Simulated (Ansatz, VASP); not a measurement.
# Zn: VASP beside Ansatz

```
Zn
1.0
     0.00000    1.92226    1.92226
     1.92226    0.00000    1.92226
     1.92226    1.92226    0.00000
Zn
1
Direct
  0.00000 0.00000 0.00000
```

Alike in both runs: functional PBEsol; k mesh 14 × 14 × 14; occupations fermi-dirac, width 0.05 eV; no spin polarisation.

Ansatz relaxed the structure, and its values are those at the end. VASP's run is a single point on that final structure, the one shown.

|  | VASP | Ansatz |
| --- | --- | --- |
| version | VASP 6.6.1 | Ansatz 0.2.0 |
| potentials or method | VASP PAW PBE potentials, release 64 (Zn), cutoff 520 eV | all-electron LAPW, scalar-relativistic |

```csv
,VASP,Ansatz,Ansatz less VASP
pressure (GPa),0.4,0.0,-0.41
```

Ansatz ran all-electron here, so the differences hold the error of VASP's frozen core and of both bases.

Caveats: the PAW data sets were made with another functional, which shifts forces and pressure a little (VASP).
